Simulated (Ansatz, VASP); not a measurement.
# CdTe in VASP and in Ansatz

POSCAR

```
CdTe
1.0
    0.0000000000      3.2799551161      3.2799551161
    3.2799551161      0.0000000000      3.2799551161
    3.2799551161      3.2799551161      0.0000000000
Cd Te
1 1
Direct
    0.0000000000      0.0000000000      0.0000000000
    0.2500000000      0.2500000000      0.2500000000
```

Contents of INCAR.step1:

```
SYSTEM = CdTe
  PREC = Accurate
  ENCUT = 520
  ISMEAR = 0
  SIGMA = 0.01
  LREAL = .FALSE.
  LASPH = .TRUE.
  NELM = 60
  NBANDS = 16
  GGA = PE
  ALGO = Normal
  EDIFF = 1E-4
  LWAVE = .TRUE.
  LCHARG = .FALSE.
```

File INCAR.step2:

```
SYSTEM = CdTe
  PREC = Accurate
  ENCUT = 520
  EDIFF = 1E-6
  ISMEAR = 0
  SIGMA = 0.01
  LREAL = .FALSE.
  LASPH = .TRUE.
  NELM = 60
  ALGO = Normal
  ISIF = 2
  LWAVE = .FALSE.
  LCHARG = .FALSE.
  METAGGA = R2SCAN
  LMIXTAU = .TRUE.
  NBANDS = 16
  ISTART = 1
```

Contents of KPOINTS:

```
regular mesh
0
G
  6 6 6
  0 0 0
```

Input for Ansatz:

```yaml
crystal:
  lattice:
    - [0.0, 3.2799551161, 3.2799551161]
    - [3.2799551161, 0.0, 3.2799551161]
    - [3.2799551161, 3.2799551161, 0.0]
  atoms:
    - { symbol: Cd, position: [0.0, 0.0, 0.0] }
    - { symbol: Te, position: [0.25, 0.25, 0.25] }
kpoints:
  mp_grid: { grid: [6, 6, 6] }
  band_path:
    path:
      - [0.0, 0.0, 0.0]
      - [-0.5, -0.5, 0.0]
      - [-0.375, -0.375, 0.25]
      - [-0.375, 0.0, 0.375]
      - [0.0, 0.0, 0.5]
      - [-0.5, -0.25, 0.25]
    npoints: 1
hamiltonian:
  xc: r2scan
scf:
  occupations: { method: fixed }
  n_extra_bands: 4
output:
  forces: true
  stress: true
  eigenvalues: true
  write_density: true
  write_potential: true
  elf: true
  volumetric_format: npy
```

Alike in both runs: task single point; functional r2SCAN; k mesh 6 × 6 × 6; no spin polarisation.

```csv
,VASP,Ansatz
version,VASP 6.6.1,Ansatz 0.2.0
potentials or method,"VASP PAW PBE potentials, release 64 (Cd, Te)","plane waves, PAW"
plane-wave cutoff (eV),520,500
occupations,"gaussian, width 0.01 eV",fixed
valence electrons in the cell,18,36
```

|  | VASP | Ansatz | Ansatz less VASP |
| --- | --- | --- | --- |
| gap on the k mesh at the Fermi level (eV) | 1.15 | 1.16 | +0.007 |
| pressure (GPa) | 0.1 | 0.0 | -0.11 |

The two sets of potentials don't hold the same shells in valence.

Caveats: the PAW data sets were made with another functional, which shifts forces and pressure a little (VASP); spin-orbit coupling is left out, which moves the levels of the heavy elements. r2SCAN opens gaps a little over a GGA but as a rule still falls short of measured ones.
